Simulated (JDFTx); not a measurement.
Here is a JDFTx 1.7.0 (patched build) calculation.

SiC.in

```
lattice \
    5.8127975593    -2.9063987797     0.0000000000 \
    0.0000000000     5.0340303534     0.0000000000 \
    0.0000000000     0.0000000000     9.5393374771
coords-type Lattice
ion Si     0.6666666667     0.3333333333     0.5000000000 1
ion Si     0.3333333333     0.6666666667     0.0000000000 1
ion C      0.6666666667     0.3333333333     0.8850000000 1
ion C      0.3333333333     0.6666666667     0.3850000000 1

ion-species pseudo/Si.upf
ion-species pseudo/C.upf
elec-cutoff 40 320
elec-ex-corr mgga-x-r2scan mgga-c-r2scan
kpoint-folding 10 10 5
elec-smearing Fermi 0.0018374661
elec-n-bands 14
electronic-SCF nIterations 100 energyDiffThreshold 1e-09
electronic-minimize nIterations 30 energyDiffThreshold 1e-7
converge-empty-states yes
forces-output-coords Cartesian

dump-name run.$VAR
dump End Ecomponents EigStats BandEigs Kpoints Forces Stress ElecDensity KEdensity
```

Potentials or basis: SG15-PBE-1.2.

The run is started by

```bash
$ jdftx -c 1 -i SiC.in -o SiC.out
```

Task: Estimate the pressure.

Result: 1.6 GPa.

Task: What does it give for the largest force?

Result: 0.784 eV/Å.

Stress tensor (GPa, compression positive):
```
 2.92  0.00  0.00
 0.00  2.92  0.00
 0.00  0.00 -1.08
```

Caveat: meta-GGA forces are noisy on this grid; the potentials were made for another functional, which shifts forces and pressure.
